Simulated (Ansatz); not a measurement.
## Point defect: H interstitial in TiAl

Theory: Ansatz 0.2.0, DFT PBE, scalar-relativistic, plane waves, PAW. Settings: 420 eV cutoff, 4×4×4 k-mesh, Gaussian smearing of 0.10 eV, no spin polarisation.

Host crystal, relaxed:

```
Ti Al
1.0
     2.82164    0.00000    0.00000
     0.00000    2.82164    0.00000
     0.00000    0.00000    4.07827
Ti Al
1 1
Direct
  0.50000 0.50000 0.50000
  0.00000 0.00000 0.00000
```

Supercell of 32 atoms, rows in host cell vectors: 0 0 2; -2 2 1; -2 -2 1. Atoms relax at the host's cell from a start displaced at random by 0.06 Å near the defect, so other minima may exist. The cell is small, so energies carry finite-size errors of tenths of an eV. The host is a metal. Atoms are taken from and returned to the elements' standard states.

Defect: H interstitial set at (0.000, 0.500, 0.250) of the host cell. Before relaxation its nearest neighbours are 2 Ti at 1.74 Å, 2 Al at 1.74 Å.

```json
{"charge": "0", "E_f at the valence band top (eV)": "0.20", "moment (μB)": "0.00", "largest move (Å)": "0.09", "atoms near the site": "2 Ti at 1.78 Å, 1 Al at 1.82 Å, 1 Al at 1.83 Å"}
```